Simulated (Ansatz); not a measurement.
Structure from Materials Project entry mp-149 (possibly hypothetical), not relaxed further.

Si: DFT, r2SCAN, PAW with Ansatz's default frozen-core files, scalar-relativistic (Ansatz 0.2.0).

```yaml
crystal:
  lattice:
    - [0.0, 2.7218511865, 2.7218511865]
    - [2.7218511865, 0.0, 2.7218511865]
    - [2.7218511865, 2.7218511865, 0.0]
  atoms:
    - { symbol: Si, position: [0.75, 0.75, 0.75] }
    - { symbol: Si, position: [0.5, 0.5, 0.5] }
kpoints:
  mp_grid: { grid: [10, 10, 10] }
  band_path:
    path:
      - [0.0, 0.0, 0.0]
      - [0.5, 0.0, 0.5]
      - [0.625, 0.25, 0.625]
      - [0.375, 0.375, 0.75]
      - [0.0, 0.0, 0.0]
      - [0.5, 0.5, 0.5]
      - [0.5, 0.25, 0.75]
      - [0.5, 0.0, 0.5]
    npoints: 8
scf:
  occupations: { method: fermi_dirac, width: 0.02 }
hamiltonian:
  xc: r2scan
  pseudopotentials: { kind: paw }
output:
  forces: true
  stress: true
  eigenvalues: true
  efg: { contact_densities: true }
  populations: true
  bader: true
  dos: { projected: true, de: 0.2, e_range: [-14, 8] }
```

Output:

```
Engine: ansatz 0.2.0
Pseudopotentials: kind: paw
Pseudopotential: Si, paw, valence charge 4, recommended cutoff 500 eV (meta_gga)
Functional definition: r2SCAN
  parameter k0 = 0.174
  parameter k1 = 0.065
  parameter a1 = 4.9479
  exchange = r2scan_x(k0 = k0, k1 = k1, a1 = a1)
  correlation = r2scan_c
Crystal: 2 atoms, lattice volume = 40.330 Å³
Basis set: ecut = 500 eV, 965 PW (Γ), exchange–correlation on 120×120×120 points (64 copies of the dense FFT grid, shifted against one another)
Bands: 8, of which v1, the nominal top of the filled ones, is band 4 counted from 1 (3 counted from 0)
Symmetry: 48 space group operations
Space group: Fd-3m (ITA 227), of the structure as read, at distance tolerance 3.4e-5 Å
k-points: 47 of 1000
Non-local potential: Si, projectors of the file, l = 0: 2, l = 1: 2, l = 2: 2
PAW form: soft (Blöchl's): semilocal exchange-correlation on the pseudo side does not see the compensation charge
PAW frozen core: Si, regenerated for the run's functional (the file was generated under x = pbe(κ = 0.804, μ = 0.2195149727645171), c = pbe(β = 0.06672455060314922))
PAW one-centre angular grid: Si, 302 points (default); XC on 160 Gauss nodes
Initial density: superposition of atomic densities (neutral atoms: chi_scale 0, normalization atom), corrected by the library's trained network
Initial wavefunctions: pseudopotential atomic-orbital guess
Functional: x = r2scan, c = r2scan; τ floored in thin density (d = 2e-4 eV/Å³)
SCF iter   1: F=—  HF=-1278.117768 eV  |F-HF|=—  |Δ(HF+E_count)|=         —  Δρ=3.12e-3  dr2=3.06e-3  dr2_τ=1.22e-2  ethr=1.77e-3  ⟨swp⟩=6.2  Hψ=3470  notcnv=0
preconditioner: auto → none  [insulator: Δε(μ)=0.745 eV  Ē_g=10.046 eV  σ=0.020 eV  W_gap=1.00  n_scr=8 (ndim 8)  ℏωp=16.5 eV  f_vac=0.000  D(μ)=0.00/eV (n_scr^D=0)  ε∞_Penn≈3.7]
SCF iter   2: F=—  HF=-1278.132846 eV  |F-HF|=—  |Δ(HF+E_count)|=   1.51e-2  Δρ=1.82e-3  dr2=9.12e-4  dr2_τ=4.72e-6  ethr=3.83e-5  ⟨swp⟩=2.1  Hψ=1132  notcnv=0
SCF iter   3: F=—  HF=-1278.132801 eV  |F-HF|=—  |Δ(HF+E_count)|=   4.53e-5  Δρ=2.13e-4  dr2=1.12e-5  dr2_τ=5.51e-7  ethr=1.14e-5  ⟨swp⟩=2.2  Hψ=499  notcnv=0
SCF iter   4: F=—  HF=-1278.132809 eV  |F-HF|=—  |Δ(HF+E_count)|=   8.11e-6  Δρ=4.38e-5  dr2=2.71e-7  dr2_τ=4.80e-9  ethr=1.39e-7  ⟨swp⟩=2.2  Hψ=565  notcnv=0
iter 5 did not close the SCF: its close was put off for the readings that it lacked (scf_convergence_deferred on its scf_iter line)
SCF iter   5: F=-1278.132810 eV  HF=-1278.132810 eV  |F-HF|=1.25e-8  |Δ(HF+E_count)|=   6.39e-7  Δρ=9.12e-6  dr2=1.73e-8  dr2_τ=1.47e-10  ethr=3.38e-9  ⟨swp⟩=2.0  Hψ=564  notcnv=0
SCF iter   6: F=-1278.132810 eV  HF=-1278.132810 eV  |F-HF|=1.27e-10  |Δ(HF+E_count)|=   1.40e-8  Δρ=1.02e-6  dr2=2.14e-10  dr2_τ=1.18e-12  ethr=2.16e-10  ⟨swp⟩=2.1  Hψ=1363  notcnv=0
SCF 1 converged in 6 iterations: F = -1278.132810 eV  dr2 = 2.14e-10
  greatest PAW one-centre occupation: 0.643 electrons in one spin orbital (limit 2), on the Si atom at site 1 (counted from 0), in its partial waves of l = 0
NSCF: frozen V_eff on 57 k-points
SCF converged after 6 iterations
Free energy (F): -1278.132810 eV
Harris-Foulkes:  -1278.132810 eV  (|F-HF|=1.27e-10)
Internal energy: -1278.132810 eV  (E = F + TS)
E sigma→0 (E₀):  -1278.132810 eV
Fermi energy:    6.461078 eV
--- Per-component energies (eV) ---
  E_band       = 6.434225
  E_kinetic    = 80.814861
  E_local      = -53.766074  (includes V_loc(G=0)·N_el)
  E_nonlocal   = 50.001104
  E_hartree    = 14.984221
  E_xc         = -103.014132
  E_vxc        = -99.490247  (∫ρ·V_xc dr)
  E_paw        = -1039.013972  (= ΣΔE_a)
  E_vpaw       = -4.986307  (= ΣTr[D̂ρ^β])
  E_aug_tail   = 0.000009  (compensation charges beyond the density's cutoff)
  E_vtau       = 3.892426  (kinetic-family band-sum trace: ∫τ·v_τ [+ j·A + Jᵃ·Aᵃ] dr)
  E_ewald      = -227.985960
  E_core_change = -0.152866  (= ΣΔE_core)
  E_smearing   = -0.000000  (= −TS)
  E_closure    = 0.000000  (closes the sum)
  Σ components = -1278.132810   (vs F -1278.132810, Δ=0.00e0)
--- Forces (eV/Å), atoms counted from 1 ---
  atom   1  Si     0.00000000    -0.00000000     0.00000000
  atom   2  Si     0.00000000     0.00000000     0.00000000
  max |Σ_I F_I| component: 5.55e-17 eV/Å
--- Stress (GPa, compression-positive) ---
        0.028548      -0.000000      -0.000000
       -0.000000       0.028548      -0.000000
       -0.000000      -0.000000       0.028548
  P = ⅓ Tr σ = 0.0285 GPa (0.285 kbar)
--- PAW observables at the nuclei: V_zz in 10²¹ V/m², potentials from the cell's mean, atoms counted from 1 ---
  atom   1  Si V_zz =    -0.000000   η = 0.0000   by run symmetry: forbidden
            electrostatic potential = -1357.883850 V   contact ρ = 12788.962468 e/Å³
  atom   2  Si V_zz =    -0.000000   η = 0.0000   by run symmetry: forbidden
            electrostatic potential = -1357.883850 V   contact ρ = 12788.962468 e/Å³
--- Band table (eV; the first three rows and the last of 47) ---
  k-point 0: bands = ["-6.4059", "6.0792", "6.0792", "6.0792", "8.8187", "8.8187", "8.8187", "9.9698"]
  k-point 1: bands = ["-6.2689", "4.9109", "5.8704", "5.8704", "8.9027", "9.1266", "9.1266", "10.8584"]
  k-point 2: bands = ["-5.8644", "2.9748", "5.4680", "5.4680", "8.5943", "9.6646", "9.6646", "12.6698"]
  k-point 46: bands = ["-1.9119", "-1.9119", "2.1568", "2.1568", "9.8049", "9.8049", "12.4236", "12.4236"]
--- Löwdin populations: 2 sites ---
  site symbol       q [e]
     0     Si      3.9605
     1     Si      3.9605
  spilling = 0.009872 (of n_electrons = 8.000000)
--- Bader charges: 2 sites ---
  site symbol  charge [e]  shift [e]
     0     Si     -0.0001     0.0000
     1     Si      0.0001     0.0000
  estimated error of the sums over rays = 1.0e-4 e
```

populations.tsv:

```
# site	symbol	l	j	q
# orbitals = lowdin
# n_electrons = 8.000000
# spilling = 0.009872
0	Si	0_3S	-	1.170103
0	Si	1_3P	-	2.790409
1	Si	0_3S	-	1.170103
1	Si	1_3P	-	2.790409
```

bader_charges.tsv:

```
# site	symbol	x_ang	y_ang	z_ang	partial_charge_e	electrons	volume_ang3	relative_density_drop	shared_charge_e	partial_wave_shift_e
# quadrature_error_electrons = 1.0e-4
0	Si	4.0828	4.0828	4.0828	-0.00007	14.00007	20.17	-	-0.00007	0.00001
1	Si	2.7219	2.7219	2.7219	0.00007	13.99993	20.16	-	0.00007	0.00001
```
